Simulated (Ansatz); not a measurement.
**CoO in Ansatz: the effect of functional**

CoO:

```
Co O
1.0
    -1.50800    1.50800    2.10725
     1.50800   -1.50800    2.10725
     1.50800    1.50800   -2.10725
Co O
1 1
Direct
  0.00000 0.00000 0.00000
  0.50000 0.50000 0.00000
```

Alike in all runs:

| Item | Value |
| --- | --- |
| Program | Ansatz 0.2.0 |
| Task | band structure |
| Potentials or basis | all-electron LAPW, scalar-relativistic |
| Basis error allowed | 0.001 eV/atom |
| k mesh | 12 × 12 × 12 |
| Occupations | fermi-dirac, width 0.05 eV |
| Spin | collinear spin, ferromagnetic start |
| Starting moments | [2.0, 0.0] μB |

| functional | cutoff | pressure (GPa) | moment (μB) |
| --- | --- | --- | --- |
| PBEsol | 369 eV (chosen from the basis error) | -9.2 | 2.94 |
| LDA | 368 eV (chosen from the basis error) | -17.9 | 2.85 |
| PBE | 369 eV (chosen from the basis error) | ? | ? |

Task: What does the run with functional PBE give?

Result: Pressure 0.0 GPa; moment 2.91 μB.

Caveats: a cell with one magnetic atom can't hold antiferromagnetic order, which such compounds often take.
